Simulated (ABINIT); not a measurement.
SbPt:

```
Pt Sb
1.0
     4.12000    0.00000    0.00000
    -2.06000    3.56802    0.00000
     0.00000    0.00000    5.47000
Pt Sb
2 2
Cartesian
  0.0000 0.0000 2.7350
  0.0000 0.0000 0.0000
  2.0600 1.1893 4.1025
  0.0000 2.3787 1.3675
```

Base run:

| Property | Result |
| --- | --- |
| Program | ABINIT 10.8.3 (patched build) |
| Functional | PBEsol |
| Potentials or basis | PseudoDojo NC SR PBEsol v0.4.1 standard |
| Cutoff | 1143 eV |
| k mesh | 6 × 6 × 4 |
| Occupations | fermi-dirac, width 0.05 eV |
| Spin | no spin polarisation |

Its results: band gap on the k mesh none (metal or under the smearing width); pressure 3.7 GPa.

Task: The run is repeated on the same cell with these changes: cutoff from 1143 eV to 1034 eV. What comes out?

Result: Band gap on the k mesh none (metal or under the smearing width); pressure 3.1 GPa.

Not every run made on this cell is shown here.
